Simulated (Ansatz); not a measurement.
## BN (Fmm2), a vibration from a frozen displacement

These are results of Ansatz, DFT LDA, scalar-relativistic, plane waves, PAW, not measurements. The runs took a 420 eV cutoff, a Γ-centred 12×12×12 mesh and Gaussian smearing (0.05 eV). No spin polarisation. Energies are free energies at this smearing, counted from the undisturbed cell; pressure is positive in compression.

The starting cell (as given, not relaxed at this level; it stands at -4.2 GPa; this form isn't the usual structure):

```
B N
1.0
     0.00000    3.49532    2.16609
     1.25163    0.00000    2.16609
     1.25163    3.49532    0.00000
B N
1 1
Direct
  0.00005 0.00005 0.99995
  0.66665 0.66665 0.33335
```

The cell holds layers and no dispersion correction was added, so their binding is poorly described.

Every B atom is moved by x along the Cartesian unit vector (0.000, 0.000, 1.000); the cell and all other atoms stay fixed. The cell's volume is 18.95 Å³; the moved atoms weigh 10.810 u together and the others 14.007 u.

| x (Å) | ΔE (meV/cell) | total force on the moved atoms along the move (eV/Å) | pressure (GPa) |
| --- | --- | --- | --- |
| -0.2000 | 1028.06 | 11.5379 | 14.0725 |
| -0.1500 | 545.56 | 7.8802 | 5.5549 |
| -0.1000 | 229.92 | 4.8319 | -0.0842 |
| -0.0500 | 54.82 | 2.2386 | -3.2263 |
| 0.0000 | 0.00 | 0.0104 | -4.2146 |
| 0.0500 | 48.44 | -1.8958 | -3.3653 |
| 0.1000 | 184.39 | -3.4896 | -0.9762 |
| 0.1500 | 391.98 | -4.7579 | 2.6668 |
| 0.1750 | 517.42 | -5.2624 | 4.8714 |
| 0.2000 | 654.35 | -5.6760 | 7.2854 |

What frequency belongs to this motion?

The force constant is k = −dF/dx = 41.344 eV/Å², from the parabola through x = -0.0500, 0 and 0.0500. In every cell the moved atoms swing against the rest, so the mass is μ = m₁m₂/(m₁ + m₂) = 6.101 u, and ν̃ = 521.5 cm⁻¹ × √(|k|/μ) = 1357 cm⁻¹, at this cell's pressure of -4.2 GPa. To first order in x, and within 1 %, the force on every atom lies along the move and, within each of the two groups, in proportion to the atom's mass, so this is itself a mode at the zone centre of this cell, taken without macroscopic field (the transverse frequency in a polar insulator).

How far does the harmonic law reach?

At x = -0.200 Å, kx²/2 = 826.88 meV against the computed 1028.06 meV (+24.3 %): the well stiffens in this direction at large amplitude.